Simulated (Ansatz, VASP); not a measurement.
# AlN in VASP and in Ansatz

POSCAR

```
AlN
1.0
    0.0000000000      1.9836550500      2.0853809500
    1.9836550500      0.0000000000      2.0853809500
    1.9836550500      1.9836550500      0.0000000000
Al N
1 1
Direct
    0.5000000000      0.5000000000      0.5000000000
    0.0000000000      0.0000000000      0.0000000000
```

File INCAR.step1:

```
SYSTEM = AlN
PREC = Accurate ; ENCUT = 520
ISMEAR = 0 ; SIGMA = 0.05
LREAL = .FALSE. ; LASPH = .TRUE.
NELM = 100 ; NBANDS = 11
GGA = PE ; ALGO = Normal
EDIFF = 1E-4 ; LWAVE = .TRUE.
LCHARG = .FALSE.
```

The input INCAR.step2:

```
SYSTEM = AlN
PREC = Accurate ; ENCUT = 520
EDIFF = 1E-6 ; ISMEAR = 0
SIGMA = 0.05 ; LREAL = .FALSE.
LASPH = .TRUE. ; NELM = 100
ALGO = Normal ; ISIF = 2
LWAVE = .FALSE. ; LCHARG = .FALSE.
METAGGA = R2SCAN ; LMIXTAU = .TRUE.
NBANDS = 11 ; ISTART = 1
```

KPOINTS

```
Automatic mesh
0
G
  10 10 10
  0 0 0
```

Input for Ansatz:

```yaml
crystal:
  lattice:
    - [0.0, 1.98365505, 2.08538095]
    - [1.98365505, 0.0, 2.08538095]
    - [1.98365505, 1.98365505, 0.0]
  atoms:
    - { symbol: Al, position: [0.5, 0.5, 0.5] }
    - { symbol: "N", position: [0.0, 0.0, 0.0] }
basis:
  ecutwfc: 500
kpoints:
  mp_grid: { grid: [10, 10, 10] }
hamiltonian:
  xc: r2scan
scf:
  occupations: { method: gaussian, width: 0.05 }
output:
  forces: true
  stress: true
  eigenvalues: true
```

Change from the starting cell: strain -0.025 along x and y, +0.025 along z, atoms carried along.

Alike in both runs: task single point; functional r2SCAN; k mesh 10 × 10 × 10; occupations gaussian, width 0.05 eV; no spin polarisation.

|  | VASP | Ansatz |
| --- | --- | --- |
| version | VASP 6.6.1 | Ansatz 0.2.0 |
| potentials or method | VASP PAW PBE potentials, release 64 (Al, N) | scalar-relativistic, plane waves, PAW |
| plane-wave cutoff (eV) | 520 | 500 |
| valence electrons in the cell | 8 | 8 |

VASP gave:

```
gap on the k mesh at the Fermi level (eV)       : 5.21
least direct gap on the mesh (eV)               : 6.35
pressure (GPa)                                  : 1.2
largest component of the traceless stress (GPa) : 9.18
```

Estimate Ansatz's values.

gap on the k mesh at the Fermi level (eV): 5.20; least direct gap on the mesh (eV): 6.30; pressure (GPa): 2.0; largest component of the traceless stress (GPa): 9.03.

With one functional, cell and mesh, what is left measures potentials, basis and numerics.

Caveats: the PAW data sets were made with another functional, which shifts forces and pressure a little (VASP). A k mesh can miss the band edges.
